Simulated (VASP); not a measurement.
Crystal: Te2Mo.

```
Te Mo
1.0
     3.51820    0.00000    0.00000
    -1.75910    3.04685    0.00000
     0.00000    0.00000   13.97360
Te Mo
4 2
Direct
  0.66667 0.33333 0.37900
  0.33333 0.66667 0.87900
  0.66667 0.33333 0.12100
  0.33333 0.66667 0.62100
  0.66667 0.33333 0.75000
  0.33333 0.66667 0.25000
```

Base run:

```yaml
Program: VASP 6.6.1
Functional: RPBE
Potentials_or_basis: VASP PAW PBE potentials, release 64 (Te, Mo_sv)
Cutoff: 520 eV
k_mesh: 9 × 9 × 2
Occupations: fermi-dirac, width 0.05 eV
Spin: no spin polarisation
```

Its results: band gap on the k mesh 0.80 eV, indirect (least direct gap 1.04 eV).

Problem. The run is repeated on the same cell with these changes: functional from RPBE to LMBJ. What comes out?

Solution. Band gap on the k mesh 0.88 eV, indirect (least direct gap 1.05 eV).

Caveats: spin-orbit coupling is left out, which moves the levels of the heavy elements; the mesh misses the band edges, which the band path finds closer together (some runs).

Not every run made on this cell is shown here.
